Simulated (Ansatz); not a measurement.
A run of Ansatz 0.2.0 is set up as follows.

Contents of input.yaml:

```yaml
crystal:
  lattice:
    - [1.39426943, -4.039002765, 0.0]
    - [1.39426943, 4.039002765, 0.0]
    - [0.0, 0.0, 4.6134314]
  atoms:
    - { symbol: Se, position: [0.06434468, 0.93565532, 0.25] }
    - { symbol: Se, position: [0.93565532, 0.06434468, 0.75] }
hamiltonian:
  xc: pbe
  pseudopotentials: { kind: paw }
  dispersion: d3bjatm
kpoints:
  mp_grid: { grid: [10, 10, 6] }
scf:
  occupations: { method: fermi_dirac, width: 0.05 }
output:
  forces: true
  stress: true
  eigenvalues: true
relax:
  f_tol: 0.01
  max_steps: 40
  cell: { stress_tol: 0.05 }
```

Potentials or basis: Ansatz PAW.

The run is started by

```sh
$ ansatz run input.yaml --threads 2 --pin off --max-ram 5632MiB --backend cpu --events-out ev --progress --plain --runs-dir out
```

(1) What does it give for the space group after relaxing (to 0.05 Å)?

(2) Estimate the relaxed cell.

## Answers

(1) Cmcm (No. 63).

(2) a = 4.075 Å, b = 4.075 Å, c = 4.649 Å, α = 90.00°, β = 90.00°, γ = 140.39°.
